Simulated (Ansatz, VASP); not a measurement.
**CaO (Lime) in VASP and in Ansatz**

File POSCAR:

```
CaO
1.0
    0.0000000000      2.4980046258      2.4980046258
    2.4980046258      0.0000000000      2.4980046258
    2.4980046258      2.4980046258      0.0000000000
Ca O
1 1
Direct
    0.0000000000      0.0000000000      0.0000000000
    0.5000000000      0.5000000000      0.5000000000
```

The input INCAR.step1:

```
PREC = Accurate
ENCUT = 520
ISMEAR = 0
SIGMA = 0.01
LREAL = F
LASPH = T
NELM = 60
NBANDS = 15
GGA = PE
ALGO = Normal
EDIFF = 1E-4
LWAVE = T
LCHARG = F
```

File INCAR.step2:

```
PREC = Accurate
ENCUT = 520
EDIFF = 1E-7
ISMEAR = 0
SIGMA = 0.01
LREAL = F
LASPH = T
NELM = 60
ALGO = Normal
ISIF = 2
LWAVE = F
LCHARG = T
METAGGA = R2SCAN
LMIXTAU = T
LELF = T
LVHAR = T
NBANDS = 15
ISTART = 1
```

KPOINTS

```
Automatic mesh
0
Gamma
  10 10 10
```

Input for Ansatz:

```yaml
crystal:
  lattice:
    - [0.0, 2.4980046258, 2.4980046258]
    - [2.4980046258, 0.0, 2.4980046258]
    - [2.4980046258, 2.4980046258, 0.0]
  atoms:
    - { symbol: Ca, position: [0.0, 0.0, 0.0] }
    - { symbol: O, position: [0.5, 0.5, 0.5] }
kpoints:
  mp_grid: { grid: [10, 10, 10] }
  band_path:
    path:
      - [0.0, 0.0, 0.0]
      - [0.5, 0.0, 0.5]
      - [0.625, 0.25, 0.625]
      - [0.375, 0.375, 0.75]
      - [0.5, 0.5, 0.5]
      - [0.5, 0.25, 0.75]
      - [0.0, 0.5, 0.5]
    npoints: 1
hamiltonian:
  xc: r2scan
scf:
  occupations: { method: fixed }
  n_extra_bands: 4
output:
  forces: true
  stress: true
  eigenvalues: true
```

Change from the starting cell: hydrostatic strain +4.2%.

Alike in both runs: task single point; functional r2SCAN; k mesh 10 × 10 × 10; no spin polarisation.

```csv
,VASP,Ansatz
version,VASP 6.6.1,Ansatz 0.2.0
potentials or method,"VASP PAW PBE potentials, release 64 (Ca_sv, O)","plane waves, PAW"
plane-wave cutoff (eV),520,500
occupations,"gaussian, width 0.01 eV",fixed
valence electrons in the cell,16,16
```

|  | VASP | Ansatz | Ansatz less VASP |
| --- | --- | --- | --- |
| gap on the k mesh at the Fermi level (eV) | 4.18 | 4.19 | +0.006 |
| pressure (GPa) | -10.4 | -11.0 | -0.62 |

Caveats: the PAW data sets were made with another functional, which shifts forces and pressure a little (VASP). A k mesh can miss the band edges.
